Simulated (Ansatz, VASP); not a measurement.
This is a calculation of Sn3Se for Ansatz 0.2.0.

The input input.yaml:

```yaml
crystal:
  lattice:
    - [0.0, 3.8063553727, 3.8063553727]
    - [3.8063553727, 0.0, 3.8063553727]
    - [3.8063553727, 3.8063553727, 0.0]
  atoms:
    - { symbol: Sn, position: [0.5, 0.5, 0.5] }
    - { symbol: Sn, position: [0.75, 0.75, 0.75] }
    - { symbol: Sn, position: [0.25, 0.25, 0.25] }
    - { symbol: Se, position: [0.0, 0.0, 0.0] }
kpoints:
  mp_grid: { grid: [6, 6, 6] }
scf:
  occupations: { method: fermi_dirac, width: 0.05 }
hamiltonian:
  xc: pbesol
  pseudopotentials: { kind: all_electron, lapw: { basis_error: 0.001 } }
output:
  forces: true
  stress: true
  eigenvalues: true
```

Potentials or basis: all-electron LAPW, scalar-relativistic.

Command:

```bash
$ ansatz run input.yaml --threads 2 --pin off --max-ram 8192MiB --backend cpu --events-out ev --progress --plain --runs-dir out
```

Set up the same calculation for VASP 6.6.1. Potentials there: VASP PAW PBE potentials, release 64 (Sn_d, Se).

As run (the cutoff follows the program's own potentials):

File INCAR:

```
SYSTEM = Sn3Se
PREC = Accurate
ENCUT = 520
EDIFF = 1E-7
ISMEAR = -1
SIGMA = 0.05
LREAL = .FALSE.
LASPH = .TRUE.
NELM = 80
ALGO = Normal
ISIF = 2
LWAVE = .FALSE.
LCHARG = .FALSE.
GGA = PS
NBANDS = 32
```

File KPOINTS:

```
Automatic mesh
0
G
  6 6 6
  0 0 0
```

POSCAR

```
Sn3Se
1.0
    0.0000000000      3.8063553727      3.8063553727
    3.8063553727      0.0000000000      3.8063553727
    3.8063553727      3.8063553727      0.0000000000
Sn Se
3 1
Direct
    0.5000000000      0.5000000000      0.5000000000
    0.7500000000      0.7500000000      0.7500000000
    0.2500000000      0.2500000000      0.2500000000
    0.0000000000      0.0000000000      0.0000000000
```

Potentials or basis: VASP PAW PBE potentials, release 64 (Sn_d, Se).

The run is started by

```console
$ cat potpaw_PBE.64/Sn_d/POTCAR potpaw_PBE.64/Se/POTCAR > POTCAR
$ mpirun -np 1 vasp_std > vasp.out
```

Both were run:

|  | VASP | Ansatz | Ansatz less VASP |
| --- | --- | --- | --- |
| gap on the k mesh at the Fermi level (eV) | none | none | - |
| pressure (GPa) | -5.4 | -5.3 | +0.03 |

A gap of «none» marks a metal or a gap that the smearing closes. Ansatz ran all-electron here, so the differences hold the error of VASP's frozen core and of both bases.

Caveats: the PAW data sets were made with another functional, which shifts forces and pressure a little (VASP).
